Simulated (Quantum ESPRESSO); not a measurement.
The system is LiCl.

```
Cl Li
1.0
     0.00000    2.56477    2.56477
     2.56477    0.00000    2.56477
     2.56477    2.56477    0.00000
Cl Li
1 1
Direct
  0.50000 0.50000 0.50000
  0.00000 0.00000 0.00000
```

| Quantity | Value |
| --- | --- |
| Program | Quantum ESPRESSO 7.5 |
| Task | relaxation of cell and atoms |
| Functional | PBE |
| Dispersion | rVV10 |
| Potentials or basis | PseudoDojo 0.4.1 SR PBE standard |
| Cutoff | 1007 eV |
| Density cutoff | 4027 eV |
| k mesh | 9 × 9 × 9 |
| Occupations | fermi-dirac, width 0.05 eV |
| Spin | no spin polarisation |

At the start: pressure -1.2 GPa; volume 16.87 Å³/atom.

Question: How do energy, volume and symmetry change on relaxing?

Answer: Over 3 steps the energy falls by 2.4 meV/atom and the volume is 16.24 Å³/atom (-3.8 %); space group Fm-3m (No. 225, to 0.05 Å).

Step by step:
```csv
step,energy change (eV),largest force (eV/Å),pressure (GPa),volume (Å³)
1,0.0000,0.0000,-1.24,33.74
2,-0.0007,0.0000,-1.15,33.65
3,-0.0048,0.0000,0.06,32.48
```

Final structure:
```yaml
crystal:
  lattice:
    - [0.00000, 2.53228, 2.53228]
    - [2.53228, 0.00000, 2.53228]
    - [2.53228, 2.53228, 0.00000]
  atoms:
    - { symbol: Cl, position: [0.50000, 0.50000, 0.50000] }
    - { symbol: Li, position: [0.00000, 0.00000, 0.00000] }
```

Caveat: rVV10's parameter b was fitted to another functional.
